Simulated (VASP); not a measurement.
# Sn (Fd-3m) in VASP: further runs

The runs below take Sn through relaxation of cell and atoms, with PBE.

Everything below comes from runs of VASP 6.6.1. Logs are shortened: lines on timing, memory, paths and dates and some standing lists are left out, and cuts for length are marked.

### Step 1. The crystal as given

It takes space group Fd-3m (No. 227, cubic). The conventional cell has a = 6.467 Å, b = 6.467 Å, c = 6.467 Å, α = 90.00°, β = 90.00°, γ = 90.00°. Around Sn (site symmetry -43m) lie 4 Sn at 2.80 Å.

This isn't the form of Sn at room conditions, which is tetragonal (white tin).

### Step 2. Relaxation of cell and atoms, PBE

INCAR reads:

```
SYSTEM = Sn
PREC = Accurate ; ENCUT = 520
EDIFF = 1E-7 ; ISMEAR = 0
SIGMA = 0.02 ; LREAL = .False.
LASPH = .True. ; NELM = 100
ALGO = Normal ; ISIF = 3
LWAVE = .False. ; LCHARG = .False.
GGA = PE ; IBRION = 2
NSW = 80 ; EDIFFG = -0.002
```

KPOINTS reads:

```
Automatic mesh
0
Gamma
  8 8 8
  0 0 0
```

POSCAR reads:

```
Sn
1.0
    0.0000000000      3.2333428000      3.2333428000
    3.2333428000      0.0000000000      3.2333428000
    3.2333428000      3.2333428000      0.0000000000
Sn
2
Direct
    0.0000000000      0.0000000000      0.0000000000
    0.2500000000      0.2500000000      0.2500000000
```

Potentials or basis: VASP PAW PBE potentials, release 64 (Sn_d).

The run is started by

```sh
$ cat potpaw_PBE.64/Sn_d/POTCAR > POTCAR
$ mpirun -np 1 vasp_std > vasp.out
```

OUTCAR:

```text
SYSTEM = Sn
   PREC = Accurate
   ENCUT = 520
   EDIFF = 1E-7
   ISMEAR = 0
   LREAL = .False.
   LASPH = .True.
   NELM = 100
   ISIF = 3
   GGA = PE
   IBRION = 2
   NSW = 80
   EDIFFG = -0.002

 ion  position               nearest neighbor table
   1  0.000  0.000  0.000-   2 2.80   2 2.80   2 2.80   2 2.80
   2  0.250  0.250  0.250-   1 2.80   1 2.80   1 2.80   1 2.80

  LATTYP: Found a face centered cubic cell.
 ALAT       =     6.4666856000

  Lattice vectors:

 A1 = (   0.0000000000,   3.2333428000,   3.2333428000)
 A2 = (   3.2333428000,   0.0000000000,   3.2333428000)
 A3 = (   3.2333428000,   3.2333428000,   0.0000000000)

Analysis of symmetry for initial positions (statically):
=====================================================================
 Subroutine PRICEL returns:
 Original cell was already a primitive cell.

 Routine SETGRP: Setting up the symmetry group for a
 face centered cubic supercell.

 Subroutine GETGRP returns: Found 48 space group operations
 (whereof 24 operations were pure point group operations)
 out of a pool of 48 trial point group operations.

The static configuration has the point symmetry T_d .
 The point group associated with its full space group is O_h .

Analysis of symmetry for dynamics (positions and initial velocities):
=====================================================================
 Subroutine PRICEL returns:
 Original cell was already a primitive cell.

 Routine SETGRP: Setting up the symmetry group for a
 face centered cubic supercell.

 Subroutine GETGRP returns: Found 48 space group operations
 (whereof 24 operations were pure point group operations)
 out of a pool of 48 trial point group operations.

The dynamic configuration has the point symmetry T_d .
 The point group associated with its full space group is O_h .

 Subroutine INISYM returns: Found 48 space group operations
 (whereof 24 operations are pure point group operations),
 and found     1 'primitive' translations

----------------------------------------------------------------------------------------

                                     Primitive cell

  volume of cell :      67.6060

  direct lattice vectors                    reciprocal lattice vectors
     0.000000000  3.233342800  3.233342800    -0.154638723  0.154638723  0.154638723
     3.233342800  0.000000000  3.233342800     0.154638723 -0.154638723  0.154638723
     3.233342800  3.233342800  0.000000000     0.154638723  0.154638723 -0.154638723

  length of vectors
     4.572637240  4.572637240  4.572637240     0.267842124  0.267842124  0.267842124

[... 67 lines left out ...]
   ions per type =               2
   NGX,Y,Z   is equivalent  to a cutoff of  13.09, 13.09, 13.09 a.u.
   NGXF,Y,Z  is equivalent  to a cutoff of  26.18, 26.18, 26.18 a.u.
 SYSTEM =  Sn
   PREC   = accura    normal or accurate (medium, high low for compatibility)
   ISTART =      0    job   : 0-new  1-cont  2-samecut
   ICHARG =      2    charge: 1-file 2-atom 10-const
   ISPIN  =      1    spin polarized calculation?
   LNONCOLLINEAR =      F non collinear calculations
   LSORBIT =      F    spin-orbit coupling
   LASPH  =      T    aspherical Exc in radial PAW
   ENCUT  =  520.0 eV  38.22 Ry    6.18 a.u.   8.50  8.50  8.50*2*pi/ulx,y,z
   NELM   =    100;   NELMIN=  2; NELMDL= -5     # of ELM steps
   EDIFF  = 0.1E-06   stopping-criterion for ELM
   LREAL  =      F    real-space projection
   EDIFFG = -.2E-02   stopping-criterion for IOM
   NSW    =     80    number of steps for IOM
   IBRION =      2    ionic relax: 0-MD 1-quasi-New 2-CG
   NFREE  =      1    steps in history (QN), initial steepest desc. (CG)
   ISIF   =      3    stress and relaxation
   ISYM   =      2    0-nonsym 1-usesym 2-fastsym
   POTIM  = 0.5000    time-step for ionic-motion
   TEBEG  =    0.0;   TEEND  =   0.0 temperature during run
   PSTRESS=    0.0 pullay stress
   NELECT =      28.0000    total number of electrons
   NUPDOWN=      -1.0000    fix difference up-down
   EMIN   =  10.00;   EMAX   =-10.00  energy-range for DOS
   EFERMI =   0.00;   METHOD = LEGACY
   ISMEAR =     0;   SIGMA  =   0.02  broadening in eV -4-tet -1-fermi 0-gaus
   EFERMI_NEDOS =   21; number of points for ismear=-14 and -15
   IALGO  =     38    algorithm
   IMIX   =      4    mixing-type and parameters
     AMIX     =   0.40;   BMIX     =  1.00
     AMIX_MAG =   1.60;   BMIX_MAG =  1.00
  volume/ion in A,a.u.               =      33.80       228.11
  Fermi-wavevector in a.u.,A,eV,Ry     =   1.220298  2.306028 20.260793  1.489126
  Thomas-Fermi vector in A             =   2.355520
   LORBIT       =      0    0 simple, 1 ext, 2 COOP (PROOUT), +10 PAW based schemes
   GGA     = PE    functional components
   LHFCALC =     F    Hartree Fock is set to
   AEXX    =    0.0000 exact exchange contribution
   IVDW    =     0    specifies the selected vdW correction
   LEPSILON=     F    determine dielectric tensor
   LRPA    =     F    only Hartree local field effects (RPA)
 conjugate gradient relaxation of ions
 non-spin polarized calculation
 Gauss-broadening in eV      SIGMA  =   0.02
  energy-cutoff  :      520.00
  volume of cell :       67.61
 maximum number of plane-waves:      1841
 NGX is ok and might be reduce to    36
   NGX = 17   NGY = 17   NGZ = 17

--------------------------------------- Ionic step        1  -------------------------------------------

 number of electron      28.0000008 magnetization

 Free energy of the ion-electron system (eV)
  ---------------------------------------------------
  ext. energy  EPLUGINS =         0.00000000
  ---------------------------------------------------
  free energy    TOTEN  =        -7.61847448 eV

  energy without entropy =       -7.61838633  energy(sigma->0) =       -7.61843040

 E-fermi :   5.7708     XC(G=0):  -8.9207

 val. band max:        5.5535601786   @ k =   0.1250   0.0000   0.0000
 cond. band min:       5.7707754601   @ k =   0.5000   0.0000   0.0000
 fundamental gap:      0.2172152816
 Fermi energy:         5.7707754550

 k-point     1 :       0.0000    0.0000    0.0000
  band No.  band energies     occupation
      1     -15.9489      2.00000
      2     -15.9488      2.00000
      3     -15.9488      2.00000
      4     -15.8878      2.00000
      5     -15.8878      2.00000
      6     -15.5700      2.00000
[... 566 lines left out ...]
--------------------------------------- Ionic step        3  -------------------------------------------

 number of electron      28.0000006 magnetization

 Free energy of the ion-electron system (eV)
  ---------------------------------------------------
  ext. energy  EPLUGINS =         0.00000000
  ---------------------------------------------------
  free energy    TOTEN  =        -7.68215348 eV

  energy without entropy =       -7.68202215  energy(sigma->0) =       -7.68208781

 E-fermi :   4.7575     XC(G=0):  -8.5548

 val. band max:        4.7544281996   @ k =   0.5000   0.0000   0.0000
 cond. band min:       4.8492994918   @ k =   0.3750   0.0000   0.0000
 fundamental gap:      0.0948712922
 Fermi energy:         4.7574770740

 k-point     1 :       0.0000    0.0000    0.0000
  band No.  band energies     occupation
      1     -16.6590      2.00000
      2     -16.6590      2.00000
      3     -16.6590      2.00000
      4     -16.6091      2.00000
      5     -16.6091      2.00000
      6     -16.3554      2.00000
[... 524 lines left out ...]
  FREE ENERGIE OF THE ION-ELECTRON SYSTEM (eV)
  ---------------------------------------------------
  free  energy   TOTEN  =        -7.6821534821 eV

  energy  without entropy=       -7.6820221466  energy(sigma->0) =       -7.68208781

 reached required accuracy - stopping structural energy minimisation
```

It took 65 s on 1 thread of Intel Xeon Platinum 8488C (Sapphire Rapids), shared host; peak memory 0.22 GiB.

Results:

```
Free energy                            : -7.6822 eV
Relaxed volume                         : 36.77 Å³/atom
Relaxed cell                           : a = 4.703 Å, b = 4.703 Å, c = 4.703 Å, α = 60.00°, β = 60.00°, γ = 60.00°
Space group after relaxing (to 0.05 Å) : Fd-3m (No. 227)
Energy gained by relaxing              : 31.8 meV/atom
Ionic steps                            : 3
Pressure after relaxing                : 0.0 GPa
Band gap on the k mesh                 : none (metal or under the smearing width)
```

The path:
| step | energy change (eV) | largest force (eV/Å) | pressure (GPa) | volume (Å³) |
| --- | --- | --- | --- | --- |
| 1 | 0.0000 | 0.0000 | 3.74 | 67.61 |
| 2 | -0.0577 | 0.0000 | -0.90 | 75.62 |
| 3 | -0.0637 | 0.0000 | 0.01 | 73.54 |

Final structure:
```yaml
crystal:
  lattice:
    - [0.00000, 3.32536, 3.32536]
    - [3.32536, 0.00000, 3.32536]
    - [3.32536, 3.32536, 0.00000]
  atoms:
    - { symbol: Sn, position: [0.00000, 0.00000, 0.00000] }
    - { symbol: Sn, position: [0.25000, 0.25000, 0.25000] }
```

### Step 3. Relaxation of cell and atoms, PBE

This run uses another cell than the first one, of 36.77 Å³/atom, 1.088 times its volume.

INCAR is that of step 2.

KPOINTS is that of step 2.

POSCAR reads:

```
Sn                                      
1.0
    0.0000000000      3.3253620793      3.3253620793
    3.3253620793      0.0000000000      3.3253620793
    3.3253620793      3.3253620793      0.0000000000
  Sn            
     2
Direct
     0.0000000000000000    0.0000000000000000    0.0000000000000000
     0.2500000000000000    0.2500000000000000    0.2500000000000000
```

Potentials or basis: VASP PAW PBE potentials, release 64 (Sn_d).

The run is started by

```sh
$ cat potpaw_PBE.64/Sn_d/POTCAR > POTCAR
$ mpirun -np 1 vasp_std > vasp.out
```

OUTCAR:

```text
SYSTEM = Sn
   PREC = Accurate
   ENCUT = 520
   EDIFF = 1E-7
   ISMEAR = 0
   LREAL = .False.
   LASPH = .True.
   NELM = 100
   ISIF = 3
   GGA = PE
   IBRION = 2
   NSW = 80
   EDIFFG = -0.002

 ion  position               nearest neighbor table
   1  0.000  0.000  0.000-   2 2.88   2 2.88   2 2.88   2 2.88
   2  0.250  0.250  0.250-   1 2.88   1 2.88   1 2.88   1 2.88

  LATTYP: Found a face centered cubic cell.
 ALAT       =     6.6507241586

  Lattice vectors:

 A1 = (   0.0000000000,   3.3253620793,   3.3253620793)
 A2 = (   3.3253620793,   0.0000000000,   3.3253620793)
 A3 = (   3.3253620793,   3.3253620793,   0.0000000000)

Analysis of symmetry for initial positions (statically):
=====================================================================
 Subroutine PRICEL returns:
 Original cell was already a primitive cell.

 Routine SETGRP: Setting up the symmetry group for a
 face centered cubic supercell.

 Subroutine GETGRP returns: Found 48 space group operations
 (whereof 24 operations were pure point group operations)
 out of a pool of 48 trial point group operations.

The static configuration has the point symmetry T_d .
 The point group associated with its full space group is O_h .

Analysis of symmetry for dynamics (positions and initial velocities):
=====================================================================
 Subroutine PRICEL returns:
 Original cell was already a primitive cell.

 Routine SETGRP: Setting up the symmetry group for a
 face centered cubic supercell.

 Subroutine GETGRP returns: Found 48 space group operations
 (whereof 24 operations were pure point group operations)
 out of a pool of 48 trial point group operations.

The dynamic configuration has the point symmetry T_d .
 The point group associated with its full space group is O_h .
[... 115 lines left out ...]
   EFERMI_NEDOS =   21; number of points for ismear=-14 and -15
   IALGO  =     38    algorithm
   IMIX   =      4    mixing-type and parameters
     AMIX     =   0.40;   BMIX     =  1.00
     AMIX_MAG =   1.60;   BMIX_MAG =  1.00
  volume/ion in A,a.u.               =      36.77       248.15
  Fermi-wavevector in a.u.,A,eV,Ry     =   1.186530  2.242216 19.154995  1.407852
  Thomas-Fermi vector in A             =   2.322700
   LORBIT       =      0    0 simple, 1 ext, 2 COOP (PROOUT), +10 PAW based schemes
   GGA     = PE    functional components
   LHFCALC =     F    Hartree Fock is set to
   AEXX    =    0.0000 exact exchange contribution
   IVDW    =     0    specifies the selected vdW correction
   LEPSILON=     F    determine dielectric tensor
   LRPA    =     F    only Hartree local field effects (RPA)
 conjugate gradient relaxation of ions
 non-spin polarized calculation
 Gauss-broadening in eV      SIGMA  =   0.02
  energy-cutoff  :      520.00
  volume of cell :       73.54
 maximum number of plane-waves:      2006
   NGX = 17   NGY = 17   NGZ = 17

 number of electron      28.0000006 magnetization

 Free energy of the ion-electron system (eV)
  ---------------------------------------------------
  ext. energy  EPLUGINS =         0.00000000
  ---------------------------------------------------
  free energy    TOTEN  =        -7.68380628 eV

  energy without entropy =       -7.68367463  energy(sigma->0) =       -7.68374046

 E-fermi :   4.7574     XC(G=0):  -8.5548

 val. band max:        4.7542944340   @ k =   0.5000   0.0000   0.0000
 cond. band min:       4.8491714159   @ k =   0.3750   0.0000   0.0000
 fundamental gap:      0.0948769818
 Fermi energy:         4.7573719271

 k-point     1 :       0.0000    0.0000    0.0000
  band No.  band energies     occupation
      1     -16.6590      2.00000
      2     -16.6590      2.00000
      3     -16.6590      2.00000
      4     -16.6091      2.00000
      5     -16.6091      2.00000
      6     -16.3553      2.00000
[... 481 lines left out ...]
      5     -16.5228      2.00000
      6     -16.4574      2.00000
[... 10 lines left out ...]
     17       9.4391      0.00000
     18      10.2323      0.00000

 [... further k-points ...]

------------------------ aborting loop because EDIFF is reached ----------------------------------------

  FORCE on cell =-STRESS in cart. coord.  units (eV):
  Direction    XX          YY          ZZ          XY          YZ          ZX
  --------------------------------------------------------------------------------------
  -------------------------------------------------------------------------------------
  Total       -0.0011163     -0.0011163     -0.0011163      0.0000000     -0.0000000     -0.0000000
  in kB       -0.0243184     -0.0243184     -0.0243184      0.0000000     -0.0000000     -0.0000000
  external PRESSURE =      -0.0243184 kB  Pullay stress =       0.0000000 kB

 VOLUME and BASIS-vectors are now :
 -----------------------------------------------------------------------------
  energy-cutoff  :      520.00
  volume of cell :       73.54
      direct lattice vectors                 reciprocal lattice vectors
     0.000000000  3.325362079  3.325362079    -0.150359566  0.150359566  0.150359566
     3.325362079  0.000000000  3.325362079     0.150359566 -0.150359566  0.150359566
     3.325362079  3.325362079  0.000000000     0.150359566  0.150359566 -0.150359566

 POSITION                                       TOTAL-FORCE (eV/Angst)
 -----------------------------------------------------------------------------------
      0.00000      0.00000      0.00000        -0.000000      0.000000     -0.000000
      1.66268      1.66268      1.66268         0.000000     -0.000000      0.000000
 -----------------------------------------------------------------------------------
    total drift:                                0.000000      0.000000      0.000000

  FREE ENERGIE OF THE ION-ELECTRON SYSTEM (eV)
  ---------------------------------------------------
  free  energy   TOTEN  =        -7.6838062846 eV

  energy  without entropy=       -7.6836746340  energy(sigma->0) =       -7.68374046

 reached required accuracy - stopping structural energy minimisation
```

OSZICAR:

```text
N       E                     dE             d eps       ncg     rms          rms(c)
DAV:   1     0.202958719215E+03    0.20296E+03   -0.15093E+04  1044   0.216E+03
DAV:   2     0.123442093316E+02   -0.19061E+03   -0.18849E+03  1044   0.429E+02
DAV:   3    -0.707318346070E+01   -0.19417E+02   -0.19284E+02  1202   0.145E+02
DAV:   4    -0.770328609152E+01   -0.63010E+00   -0.62894E+00  1154   0.287E+01
DAV:   5    -0.772834590987E+01   -0.25060E-01   -0.25059E-01  1456   0.528E+00    0.290E+00
DAV:   6    -0.769647406237E+01    0.31872E-01   -0.27632E-02  1258   0.234E+00    0.171E+00
DAV:   7    -0.768168836772E+01    0.14786E-01   -0.44216E-02  1120   0.246E+00    0.159E-01
DAV:   8    -0.768333141711E+01   -0.16430E-02   -0.50598E-03  1126   0.945E-01    0.480E-02
DAV:   9    -0.768378559251E+01   -0.45418E-03   -0.66528E-04  1298   0.184E-01    0.180E-02
DAV:  10    -0.768380126933E+01   -0.15677E-04   -0.37499E-05  1184   0.510E-02    0.592E-03
DAV:  11    -0.768380610288E+01   -0.48336E-05   -0.78103E-06  1078   0.167E-02    0.108E-03
DAV:  12    -0.768380630321E+01   -0.20033E-06   -0.15309E-07   914   0.329E-03    0.335E-04
DAV:  13    -0.768380628463E+01    0.18581E-07   -0.52597E-08   810   0.172E-03
   1 F= -.76838063E+01 E0= -.76837405E+01  d E =-.768381E+01
```

It took 30 s on 1 thread of Intel Xeon Platinum 8488C (Sapphire Rapids), shared host; peak memory 0.21 GiB.

What came out:

```
Free energy             : -7.6838 eV
Pressure after relaxing : 0.0 GPa
Band gap on the k mesh  : none (metal or under the smearing width)
```

Final structure:
```
CELL_PARAMETERS angstrom
0.00000 3.32536 3.32536
3.32536 0.00000 3.32536
3.32536 3.32536 0.00000
ATOMIC_POSITIONS crystal
Sn 0.00000 0.00000 0.00000
Sn 0.25000 0.25000 0.25000
```

Levels at points of the mesh, in eV from the Fermi level:
```tsv
k point	band 12	band 13	band 14	band 15	band 16	band 17
(0.00, 0.00, 0.00)	-1.00	0.22	0.22	0.22	2.28	2.28
(0.50, 0.00, 0.00)	-5.90	-0.87	-0.87	0.00	3.33	3.33
(0.50, 0.50, 0.00)	-7.14	-2.09	-2.09	1.04	1.04	7.40
```

Caveat: the relaxation stopped at its first step, so nothing moved.
